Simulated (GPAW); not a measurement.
Runs of GPAW 26.7.0 on KBr. Symmetry: Fm-3m, No. 225, cubic system. Conventional cell: a = 6.600 Å, b = 6.600 Å, c = 6.600 Å, α = 90.00°, β = 90.00°, γ = 90.00°. Br (site symmetry m-3m) is surrounded by 6 K at 3.30 Å. Around K (site symmetry m-3m) lie 6 Br at 3.30 Å. 

```csv
task,level,potentials or basis,spin,k mesh,cutoff (eV),band path,band points,spin axis theta (degrees),spin axis phi (degrees),hybrids on these orbitals,gap on the mesh (eV),pressure (GPa)
band structure,PBEsol,"PAW data sets generated in the run's folder for this functional, pw","SOC, no magnetisation",6 × 6 × 6,600,"GXWKGLUWLK,UX",100,90,0,-,4.12,-0.3
band structure,rSCAN,"GPAW PAW data sets (gpaw-data 1.2.1), pw","SOC, no magnetisation",6 × 6 × 6,600,"GXWKGLUWLK,UX",80,0,0,-,4.84,(a)
band structure,GLLB-SC,"the program's PAW data sets (release 1.2.1) made for this functional, pw",off,6 × 6 × 6,600,"GXWKGLUWLK,UX",60,-,-,-,(b),-
one-shot levels of the hybrid HSE06,LDA,"the program's PAW data sets (release 1.2.1) made for this functional, pw",off,4 × 4 × 4,500,-,-,-,-,"["HSE06", "YS-PBE0", "EXX"]",4.04,-1.8
```

Alike in all rows: cell as given; smearing fermi-dirac 0.05 eV.

**Question.** Estimate the missing entries.

**Answer.** (a) 0.0; (b) 8.49.

Caveats: spin-orbit coupling was added after a scalar SCF, so levels and gaps hold it while energy, forces, pressure and moments don't (some runs); this program's spin-orbit splittings come out too wide for heavy elements (some runs); the PAW data sets were made with another functional, which shifts forces and pressure a little (some runs); the GLLB-SC gap is the Kohn-Sham gap of the path plus the derivative discontinuity (some runs); a model potential gives levels but no total energy (some runs); the cutoff is short for stress and forces, so pressures can be off by a GPa or more (some runs); energy and the plain gap are those of the semilocal run (some runs).

A k mesh can miss the band edges, and rows without SOC leave out spin-orbit coupling on Br.

Runs at the PBE level aren't shown here.
